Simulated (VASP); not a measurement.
# AgCl in VASP: how settings move the PBE single point

Aim: see what changed inputs do to the PBE single point of AgCl (rocksalt).

Program: VASP 6.6.1. PAW datasets, plane waves. The values are computed, spin-unpolarised, and not measurements.

## Step 1: The structure to begin with

The cell comes from an earlier relaxation with r2SCAN in another program.

It is cubic, Fm-3m (No. 225); conventional cell a = 5.546 Å, 21.33 Å³ an atom. Ag has 6 Cl at 2.77 Å; Cl has 6 Ag at 2.77 Å.

Structure file:

```cif
data_structure
_symmetry_space_group_name_H-M 'P 1'
_symmetry_Int_Tables_number 1
_cell_length_a 3.9219
_cell_length_b 3.9219
_cell_length_c 3.9219
_cell_angle_alpha 60.000
_cell_angle_beta 60.000
_cell_angle_gamma 60.000
_cell_volume 42.65
loop_
_atom_site_label
_atom_site_type_symbol
_atom_site_fract_x
_atom_site_fract_y
_atom_site_fract_z
_atom_site_occupancy
Ag1 Ag 0.00000 0.00000 0.00000 1
Cl1 Cl 0.50000 0.50000 0.50000 1
```

## Step 2: Reference

INCAR

```
ENCUT = 520.000000
SIGMA = 0.020000
EDIFF = 1.00e-07
GGA = PE
PREC = Accurate
IBRION = -1
ISIF = 2
ISMEAR = -1
NBANDS = 16
NELM = 120
NSW = 0
LASPH = .TRUE.
LCHARG = .FALSE.
LWAVE = .FALSE.
LREAL = .FALSE.
```

KPOINTS

```
KPOINTS created by Atomic Simulation Environment
0
Gamma
8 8 8
0 0 0
```

POSCAR

```
Ag Cl
 1.0000000000000000
     0.0000000000000000    2.7731838141105607    2.7731838141105607
     2.7731838141105607    0.0000000000000000    2.7731838141105607
     2.7731838141105607    2.7731838141105607    0.0000000000000000
 Ag  Cl
   1   1
Cartesian
 -0.0000000000000000  0.0000000000000000 -0.0000000000000000
  2.7731838141105603  2.7731838141105603  2.7731838141105603
```

A file KPOINTS_OPT adds named points for the levels; it doesn't enter the self-consistent loop.

Potentials: the recommended PBE PAW datasets, 18 valence electrons.

Launch:

```bash
$ mpirun -np 1 vasp_std
```

## Step 3: Variant 1

Changes to INCAR since step 2:

```diff
@@ -9,3 +9,2 @@
 NBANDS = 16
-NELM = 120
 NSW = 0
@@ -15 +14,8 @@
 LREAL = .FALSE.
+LDAU = .TRUE.
+LDAUTYPE = 2
+LDAUL = 2 -1
+LDAUU = 3.0 0
+LDAUJ = 0 0
+LMAXMIX = 4
+NELM = 91
```

KPOINTS

```
KPOINTS created by Atomic Simulation Environment
0
Monkhorst-Pack
6 6 6
0 0 0
```

POSCAR is that of step 2.

## Step 4: Variant 2

Changes to INCAR since step 2:

```diff
@@ -8,3 +8,2 @@
 ISMEAR = -1
-NBANDS = 16
 NELM = 120
@@ -15 +14,3 @@
 LREAL = .FALSE.
+IVDW = 21
+NBANDS = 13
```

KPOINTS

```
KPOINTS created by Atomic Simulation Environment
0
Monkhorst-Pack
8 8 8
0 0 0
```

POSCAR is that of step 2.

## Step 5: Variant 3

INCAR

```
ENCUT = 520.000000
SIGMA = 0.020000
EDIFF = 1.00e-07
PREC = Accurate
IBRION = -1
ISIF = 2
ISMEAR = -1
NBANDS = 16
NSW = 0
LASPH = .TRUE.
LCHARG = .FALSE.
LWAVE = .FALSE.
LREAL = .FALSE.
METAGGA = TPSS
AMIX = 0.1
NELM = 100
```

KPOINTS is that of step 2.

POSCAR is that of step 2.

## Step 6: Variant 4

Changes to INCAR since step 2:

```diff
@@ -9,3 +9,2 @@
 NBANDS = 16
-NELM = 120
 NSW = 0
@@ -15 +14,2 @@
 LREAL = .FALSE.
+NELM = 64
```

KPOINTS

```
KPOINTS created by Atomic Simulation Environment
0
Gamma
4 4 4
0 0 0
```

POSCAR

```
Ag Cl
 1.0000000000000000
     0.0000000000000000    5.2405600000000003    5.2405600000000003
     5.2405600000000003    0.0000000000000000    5.2405600000000003
     5.2405600000000003    5.2405600000000003    0.0000000000000000
 Ag  Cl
   1   1
Cartesian
 -0.0000000000000000  0.0000000000000000 -0.0000000000000000
  5.2405599999999994  5.2405599999999994  5.2405600000000012
```

What does the calculation give? Wanted: for each run, changed; ending; energy change; pressure; electronic steps; usable.

As calculated:

| run | changed | ending | energy change (meV/atom) | pressure (GPa) | gap on the mesh (eV; negative: overlap) | electronic steps | time | usable |
| --- | --- | --- | --- | --- | --- | --- | --- | --- |
| ref. | – | converged | 0 | 1.5 | 0.91 | 12 | 24 s | yes |
| 1 | LDAU = .TRUE., LDAUTYPE = 2, LDAUL = 2 -1, LDAUU = 3.0 0, LDAUJ = 0 0, LMAXMIX = 4, NELM = 91, mesh 6×6×6, shifted mesh | converged | – | 1.3 | 1.97 | 13 | 24 s | no |
| 2 | IVDW = 21, NBANDS = 13, shifted mesh | converged | – | -0.2 | 1.17 | 12 | 90 s | yes |
| 3 | METAGGA = TPSS, AMIX = 0.1, NELM = 100 | converged | – | 0.3 | 0.98 | 19 | 2 min | yes |
| 4 | mesh 4×4×4, another POSCAR | converged | 1882.1 | -0.7 | 0.15 | 62 | 4.7 min | no |

What this shows: Of 4 altered inputs, 2 ended normally on a faulty or unsound input, 2 gave usable results.
